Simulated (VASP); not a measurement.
# Fe (Fmmm) in VASP: a series of runs

One crystal, Fe, is run at these levels: r2SCAN; tasks: single point.

All numbers are computed with VASP 6.6.1; they aren't measurements. Logs are shortened: lines on timing, memory, paths and dates and some standing lists are left out, and cuts for length are marked.

## Step 1: Starting point

It takes space group Fmmm (No. 69, orthorhombic). Conventional cell: a = 2.997 Å, b = 3.883 Å, c = 3.930 Å, α = 90.00°, β = 90.00°, γ = 90.00°. Fe (site symmetry mmm) has 12 Fe at 2.45 to 2.76 Å as nearest neighbours.

## Step 2: Single point, r2SCAN, collinear spin, typed start

POSCAR reads:

```
Fe
1.0
    0.0000000000      1.9417396906      1.9651051623
    1.4984397099      0.0000000000      1.9651051623
    1.4984397099      1.9417396906      0.0000000000
Fe
1
Direct
    0.0000000000      0.0000000000      0.0000000000
```

INCAR.step1 reads:

```
PREC = Accurate
ENCUT = 520
ISMEAR = -1
SIGMA = 0.1
LREAL = False
LASPH = True
NELM = 150
ISPIN = 2
MAGMOM = 3
LMAXMIX = 4
NBANDS = 14
GGA = PE
ALGO = Normal
EDIFF = 1E-4
LWAVE = True
LCHARG = False
```

INCAR.step2 reads:

```
PREC = Accurate
ENCUT = 520
EDIFF = 1E-6
ISMEAR = -1
SIGMA = 0.1
LREAL = False
LASPH = True
NELM = 150
ALGO = Normal
ISIF = 2
LWAVE = False
LCHARG = True
ISPIN = 2
MAGMOM = 3
LORBIT = 11
LMAXMIX = 4
METAGGA = R2SCAN
LMIXTAU = True
LELF = True
LVHAR = True
NBANDS = 14
ISTART = 1
```

KPOINTS reads:

```
regular mesh
0
Gamma
  14 14 14
```

Potentials or basis: VASP PAW PBE potentials, release 64 (Fe).

Launch:

```sh
$ cat potpaw_PBE.64/Fe/POTCAR > POTCAR
$ cp INCAR.step1 INCAR
$ mpirun -np 1 vasp_std > vasp.out
$ cp INCAR.step2 INCAR
$ mpirun -np 1 vasp_std > vasp.out
```

OUTCAR:

```text
PREC = Accurate
   ENCUT = 520
   EDIFF = 1E-6
   ISMEAR = -1
   LREAL = False
   LASPH = True
   NELM = 150
   ISIF = 2
   ISPIN = 2
   LORBIT = 11
   METAGGA = R2SCAN
   ISTART = 1

 ion  position               nearest neighbor table
   1  0.000  0.000  0.000-

  LATTYP: Found a face centered orthorhombic cell.
 ALAT       =     2.9968794198
 B/A-ratio  =     1.2958410524
 C/A-ratio  =     1.3114342535

  Lattice vectors:

 A1 = (   0.0000000000,   1.9417396906,   1.9651051623)
 A2 = (   1.4984397099,   0.0000000000,   1.9651051623)
 A3 = (   1.4984397099,   1.9417396906,   0.0000000000)

Analysis of symmetry for initial positions (statically):
=====================================================================
 Subroutine PRICEL returns:
 Original cell was already a primitive cell.

 Routine SETGRP: Setting up the symmetry group for a
 face centered orthorhombic supercell.

 Subroutine GETGRP returns: Found  8 space group operations
 (whereof  8 operations were pure point group operations)
 out of a pool of  8 trial point group operations.

The static configuration has the point symmetry D_2h.

Analysis of symmetry for dynamics (positions and initial velocities):
=====================================================================
 Subroutine PRICEL returns:
 Original cell was already a primitive cell.

 Routine SETGRP: Setting up the symmetry group for a
 face centered orthorhombic supercell.

 Subroutine GETGRP returns: Found  8 space group operations
 (whereof  8 operations were pure point group operations)
 out of a pool of  8 trial point group operations.

The dynamic configuration has the point symmetry D_2h.

Analysis of structural, dynamic, and magnetic symmetry:
=====================================================================
 Subroutine PRICEL returns:
 Original cell was already a primitive cell.

 Routine SETGRP: Setting up the symmetry group for a
 face centered orthorhombic supercell.

 Subroutine GETGRP returns: Found  8 space group operations
 (whereof  8 operations were pure point group operations)
 out of a pool of  8 trial point group operations.

The overall configuration has the point symmetry D_2h.

 Subroutine INISYM returns: Found  8 space group operations
 (whereof  8 operations are pure point group operations),
 and found     1 'primitive' translations

----------------------------------------------------------------------------------------

                                     Primitive cell

  volume of cell :      11.4353

  direct lattice vectors                    reciprocal lattice vectors
     0.000000000  1.941739691  1.965105162    -0.333680426  0.257501045  0.254439309
     1.498439710  0.000000000  1.965105162     0.333680426 -0.257501045  0.254439309
     1.498439710  1.941739691  0.000000000     0.333680426  0.257501045 -0.254439309

  length of vectors
     2.762605894  2.471226388  2.452687218     0.492329947  0.492329947  0.492329947

  position of ions in fractional coordinates (direct lattice)
     0.000000000  0.000000000  0.000000000

  ion indices of the primitive-cell ions
   primitive index   ion index
                 1           1

----------------------------------------------------------------------------------------

 KPOINTS: regular mesh

Automatic generation of k-mesh.
 Grid dimensions read from file:
 generate k-points for:   14   14   14

 Generating k-lattice:

  Cartesian coordinates                     Fractional coordinates (reciprocal lattice)
    -0.023834316  0.018392932  0.018174236     0.071428571  0.000000000  0.000000000
     0.023834316 -0.018392932  0.018174236     0.000000000  0.071428571  0.000000000
     0.023834316  0.018392932 -0.018174236    -0.000000000 -0.000000000  0.071428571

  Length of vectors
     0.035166425  0.035166425  0.035166425

  Shift w.r.t. Gamma in fractional coordinates (k-lattice)
     0.000000000  0.000000000  0.000000000

 Subroutine IBZKPT returns following result:
 ===========================================

 Found    428 irreducible k-points:

 Following reciprocal coordinates:
            Coordinates               Weight
  0.000000  0.000000  0.000000      1.000000
  0.071429 -0.000000 -0.000000      8.000000
  0.142857  0.000000 -0.000000      8.000000
  0.214286  0.000000 -0.000000      8.000000
  0.285714  0.000000  0.000000      8.000000
  0.357143  0.000000 -0.000000      8.000000
[... 16 lines left out ...]
  0.214286  0.142857  0.000000      8.000000
  0.285714  0.142857  0.000000      8.000000
 [... further k-points ...]
   k-points           NKPTS =    428   k-points in BZ     NKDIM =    428   number of bands    NBANDS=     14
   number of dos      NEDOS =    301   number of ions     NIONS =      1
   total plane-waves  NPLWV =   7776
   dimension x,y,z NGX =    24 NGY =   18 NGZ =   18
   dimension x,y,z NGXF=    48 NGYF=   36 NGZF=   36
   ions per type =               1
   NGX,Y,Z   is equivalent  to a cutoff of  14.44, 12.11, 12.20 a.u.
   NGXF,Y,Z  is equivalent  to a cutoff of  28.89, 24.22, 24.40 a.u.
 SYSTEM =  unknown system
   PREC   = accura    normal or accurate (medium, high low for compatibility)
   ISTART =      1    job   : 0-new  1-cont  2-samecut
   ICHARG =      0    charge: 1-file 2-atom 10-const
   ISPIN  =      2    spin polarized calculation?
   LNONCOLLINEAR =      F non collinear calculations
   LSORBIT =      F    spin-orbit coupling
   LASPH  =      T    aspherical Exc in radial PAW
   ENCUT  =  520.0 eV  38.22 Ry    6.18 a.u.   5.14  4.59  4.56*2*pi/ulx,y,z
   NELM   =    150;   NELMIN=  2; NELMDL=  0     # of ELM steps
   EDIFF  = 0.1E-05   stopping-criterion for ELM
   LREAL  =      F    real-space projection
   EDIFFG = 0.1E-04   stopping-criterion for IOM
   NSW    =      0    number of steps for IOM
   IBRION =     -1    ionic relax: 0-MD 1-quasi-New 2-CG
   NFREE  =      0    steps in history (QN), initial steepest desc. (CG)
   ISIF   =      2    stress and relaxation
   ISYM   =      2    0-nonsym 1-usesym 2-fastsym
   POTIM  = 0.5000    time-step for ionic-motion
   TEBEG  =    0.0;   TEEND  =   0.0 temperature during run
   PSTRESS=    0.0 pullay stress
   NELECT =       8.0000    total number of electrons
   NUPDOWN=      -1.0000    fix difference up-down
   EMIN   =  10.00;   EMAX   =-10.00  energy-range for DOS
   EFERMI =   0.00;   METHOD = LEGACY
   ISMEAR =    -1;   SIGMA  =   0.10  broadening in eV -4-tet -1-fermi 0-gaus
   EFERMI_NEDOS =   21; number of points for ismear=-14 and -15
   IALGO  =     38    algorithm
   IMIX   =      4    mixing-type and parameters
     AMIX     =   0.40;   BMIX     =  1.00
     AMIX_MAG =   1.60;   BMIX_MAG =  1.00
  volume/ion in A,a.u.               =      11.44        77.17
  Fermi-wavevector in a.u.,A,eV,Ry     =   1.453303  2.746344 28.736719  2.112089
  Thomas-Fermi vector in A             =   2.570585
   LORBIT       =     11    0 simple, 1 ext, 2 COOP (PROOUT), +10 PAW based schemes
   METAGGA = R2SCAN    functional components
   LHFCALC =     F    Hartree Fock is set to
   AEXX    =    0.0000 exact exchange contribution
   IVDW    =     0    specifies the selected vdW correction
   LEPSILON=     F    determine dielectric tensor
   LRPA    =     F    only Hartree local field effects (RPA)
 spin polarized calculation
  energy-cutoff  :      520.00
  volume of cell :       11.44
 maximum number of plane-waves:       337
 NGX is ok and might be reduce to    24
   NGX = 11   NGY =  9   NGZ =  9

 number of electron       8.0000000 magnetization       2.5904278

 Free energy of the ion-electron system (eV)
  ---------------------------------------------------
  ext. energy  EPLUGINS =         0.00000000
  ---------------------------------------------------
  free energy    TOTEN  =       -14.35322847 eV

  energy without entropy =      -14.32933792  energy(sigma->0) =      -14.34128320

 E-fermi :   5.7580     XC(G=0): -14.2042

 val. band max:        5.7578156365   @ k =  -0.1429   0.2857   0.1429
 cond. band min:       5.7618267818   @ k =   0.2857  -0.0000   0.2143
 fundamental gap:      0.0040111454
 Fermi energy:         5.7579944677

 spin component 1

 k-point     1 :       0.0000    0.0000    0.0000
  band No.  band energies     occupation
      1      -2.9128      1.00000
      2       2.5947      1.00000
      3       2.6633      1.00000
      4       2.9601      1.00000
      5       3.7249      1.00000
      6       4.1069      1.00000
      7      30.6125      0.00000
      8      32.0925      0.00000
      9      32.3573      0.00000
     10      36.1564      0.00000
     11      37.4335      0.00000
     12      37.6263      0.00000
     13      37.6880      0.00000
     14      37.7861      0.00000

 k-point     2 :       0.0714   -0.0000   -0.0000
  band No.  band energies     occupation
      1      -2.7012      1.00000
      2       2.6084      1.00000
      3       2.6739      1.00000
      4       2.9960      1.00000
      5       3.6948      1.00000
      6       4.0832      1.00000
      7      29.6312      0.00000
      8      31.3356      0.00000
      9      32.0015      0.00000
     10      35.4730      0.00000
     11      36.4300      0.00000
     12      36.9811      0.00000
     13      37.4543      0.00000
     14      39.5951      0.00000
[... 343 lines left out ...]
      1      -1.4434      1.00000
      2       2.2465      1.00000
      3       2.6855      1.00000
      4       3.4702      1.00000
      5       3.7937      1.00000
      6       4.0496      1.00000
      7      26.0142      0.00000
      8      27.2531      0.00000
      9      30.3351      0.00000
     10      31.2588      0.00000
     11      35.7972      0.00000
     12      36.9649      0.00000
     13      40.7522      0.00000
     14      42.1321      0.00000

 k-point    24 :       0.2857    0.1429    0.0000
  band No.  band energies     occupation
      1      -0.5812      1.00000
      2       2.1927      1.00000
      3       2.4318      1.00000
      4       3.6725      1.00000
      5       4.0928      1.00000
      6       4.1684      1.00000
      7      23.2222      0.00000
      8      25.1179      0.00000
      9      29.0309      0.00000
     10      31.6403      0.00000
     11      36.1157      0.00000
     12      37.5985      0.00000
     13      40.9963      0.00000
     14      43.8949      0.00000

 [... further k-points ...]

 spin component 2

 k-point     1 :       0.0000    0.0000    0.0000
  band No.  band energies     occupation
      1      -3.4993      1.00000
      2       5.7313      0.56631
      3       5.9107      0.17844
      4       6.5244      0.00047
      5       7.8936      0.00000
      6       8.6726      0.00000
      7      30.0949      0.00000
      8      31.8761      0.00000
      9      32.2410      0.00000
     10      36.9835      0.00000
     11      37.8220      0.00000
     12      39.3520      0.00000
     13      39.4241      0.00000
     14      40.0488      0.00000

 k-point     2 :       0.0714   -0.0000   -0.0000
  band No.  band energies     occupation
      1      -3.2801      1.00000
      2       5.7381      0.54959
      3       5.9155      0.17145
      4       6.5490      0.00037
      5       7.8410      0.00000
      6       8.6379      0.00000
      7      29.4700      0.00000
      8      31.1944      0.00000
      9      31.9992      0.00000
     10      36.6666      0.00000
     11      37.7800      0.00000
     12      38.3399      0.00000
     13      38.6985      0.00000
     14      41.5540      0.00000
[... 343 lines left out ...]
      1      -1.9396      1.00000
      2       5.2104      0.99583
      3       5.9968      0.08406
      4       6.8661      0.00002
      5       7.9759      0.00000
      6       8.4845      0.00000
      7      26.4643      0.00000
      8      27.8168      0.00000
      9      30.9649      0.00000
     10      32.5093      0.00000
     11      37.4799      0.00000
     12      37.6699      0.00000
     13      42.1120      0.00000
     14      43.1183      0.00000

 k-point    24 :       0.2857    0.1429    0.0000
  band No.  band energies     occupation
      1      -0.9514      1.00000
      2       5.0394      0.99924
      3       5.6137      0.80885
      4       7.4602      0.00000
      5       7.8676      0.00000
      6       8.5928      0.00000
      7      23.9856      0.00000
      8      25.8445      0.00000
      9      30.4841      0.00000
     10      31.9644      0.00000
     11      37.0034      0.00000
     12      39.0447      0.00000
     13      42.4829      0.00000
     14      45.0405      0.00000

 [... further k-points ...]

------------------------ aborting loop because EDIFF is reached ----------------------------------------

  FORCE on cell =-STRESS in cart. coord.  units (eV):
  Direction    XX          YY          ZZ          XY          YZ          ZX
  --------------------------------------------------------------------------------------
  -------------------------------------------------------------------------------------
  Total        0.0511738      0.4978227      0.4196949     -0.0000000      0.0000000      0.0000000
  in kB        7.1698913     69.7491951     58.8028259     -0.0000000      0.0000000      0.0000000
  external PRESSURE =      45.2406374 kB  Pullay stress =       0.0000000 kB

 VOLUME and BASIS-vectors are now :
 -----------------------------------------------------------------------------
  energy-cutoff  :      520.00
  volume of cell :       11.44
      direct lattice vectors                 reciprocal lattice vectors
     0.000000000  1.941739691  1.965105162    -0.333680426  0.257501045  0.254439309
     1.498439710  0.000000000  1.965105162     0.333680426 -0.257501045  0.254439309
     1.498439710  1.941739691  0.000000000     0.333680426  0.257501045 -0.254439309

 POSITION                                       TOTAL-FORCE (eV/Angst)
 -----------------------------------------------------------------------------------
      0.00000      0.00000      0.00000         0.000000      0.000000      0.000000
 -----------------------------------------------------------------------------------
    total drift:                                0.000000      0.000000      0.000000

  FREE ENERGIE OF THE ION-ELECTRON SYSTEM (eV)
  ---------------------------------------------------
  free  energy   TOTEN  =       -14.3532284671 eV

  energy  without entropy=      -14.3293379235  energy(sigma->0) =      -14.34128320

 total charge

# of ion       s       p       d       tot
------------------------------------------
    1        0.490   0.570   6.203   7.263

 magnetization (x)

# of ion       s       p       d       tot
------------------------------------------
    1       -0.014  -0.112   2.772   2.645
```

Run time: 2.4 min. Hardware: 1 thread of Intel Xeon 6975P-C (Granite Rapids), shared host; peak memory 0.22 GiB.

Results:

```
Free energy                                           : -14.3532 eV
Pressure                                              : 4.5 GPa
Band gap on the k mesh                                : none (metal or under the smearing width)
Net moment                                            : 2.59 μB per cell
Site moments                                          : Fe +2.65 μB
Valence electrons inside the program's atomic spheres : Fe 7.26
```

Caveat: the PAW data sets were made with another functional, which shifts forces and pressure a little.

## Step 3: Single point, r2SCAN, collinear spin, typed start

POSCAR is that of step 2.

INCAR.step1 reads:

```
SYSTEM = Fe
PREC = Accurate ; ENCUT = 520
ISMEAR = -1 ; SIGMA = 0.1
LREAL = .False. ; LASPH = .True.
NELM = 150 ; ISPIN = 2
MAGMOM = 3 ; LMAXMIX = 4
NBANDS = 14 ; GGA = PE
ALGO = Normal ; EDIFF = 1E-4
LWAVE = .True. ; LCHARG = .False.
```

INCAR.step2 reads:

```
SYSTEM = Fe
PREC = Accurate ; ENCUT = 520
EDIFF = 1E-7 ; ISMEAR = -1
SIGMA = 0.1 ; LREAL = .False.
LASPH = .True. ; NELM = 150
ALGO = Normal ; ISIF = 2
LWAVE = .False. ; LCHARG = .False.
ISPIN = 2 ; MAGMOM = 3
LORBIT = 11 ; LMAXMIX = 4
METAGGA = R2SCAN ; LMIXTAU = .True.
NBANDS = 14 ; ISTART = 1
```

KPOINTS reads:

```
regular mesh
0
Gamma
  14 14 14
  0 0 0
```

Potentials or basis: VASP PAW PBE potentials, release 64 (Fe).

Launch:

```sh
$ cat potpaw_PBE.64/Fe/POTCAR > POTCAR
$ cp INCAR.step1 INCAR
$ mpirun -np 1 vasp_std > vasp.out
$ cp INCAR.step2 INCAR
$ mpirun -np 1 vasp_std > vasp.out
```

Wall time 2.7 min (1 thread of Intel Xeon 6975P-C (Granite Rapids), shared host); peak memory 0.22 GiB.

The run converged. Its results:

```
Free energy                                           : -14.3532 eV
Pressure                                              : 4.7 GPa
Band gap on the k mesh                                : none (metal or under the smearing width)
Net moment                                            : 2.59 μB per cell
Site moments                                          : Fe +2.65 μB
Valence electrons inside the program's atomic spheres : Fe 7.26
```

Stress tensor (GPa, compression positive):
```
0.86 0.00 0.00
0.00 7.11 0.00
0.00 0.00 6.03
```

Levels at points of the mesh, in eV from the Fermi level:
Spin up:
```csv
k point,band 1,band 2,band 3,band 4,band 5,band 6,band 7,band 8,band 9,band 10
"(0.00, 0.00, 0.00)",-8.67,-3.16,-3.09,-2.80,-2.03,-1.65,24.85,26.33,26.60,30.40
"(0.50, 0.00, 0.00)",-5.44,-3.90,-2.09,-1.51,-0.46,0.36,6.93,19.70,21.69,24.52
"(0.50, 0.50, 0.00)",-5.52,-4.40,-1.48,-1.41,-0.36,0.92,7.66,18.00,19.18,22.85
"(0.50, 0.00, 0.50)",-5.52,-4.40,-1.51,-1.47,-0.27,1.16,7.94,17.76,18.94,22.61
"(0.00, 0.50, 0.50)",-5.51,-5.33,-0.81,-0.64,-0.51,8.13,11.28,11.29,14.67,16.73
```
Spin down:
```csv
k point,band 1,band 2,band 3,band 4,band 5,band 6,band 7
"(0.00, 0.00, 0.00)",-9.26,-0.03,0.15,0.77,2.13,2.91,24.34
"(0.50, 0.00, 0.00)",-3.70,-0.89,-0.19,2.04,2.92,3.40,9.17
"(0.50, 0.50, 0.00)",-3.61,-1.76,0.43,2.93,3.00,3.42,9.90
"(0.50, 0.00, 0.50)",-3.56,-1.68,0.68,2.83,2.94,3.42,10.16
"(0.00, 0.50, 0.50)",-2.92,-2.75,3.08,3.12,3.14,8.32,11.69
```

Caveat: the PAW data sets were made with another functional, which shifts forces and pressure a little.
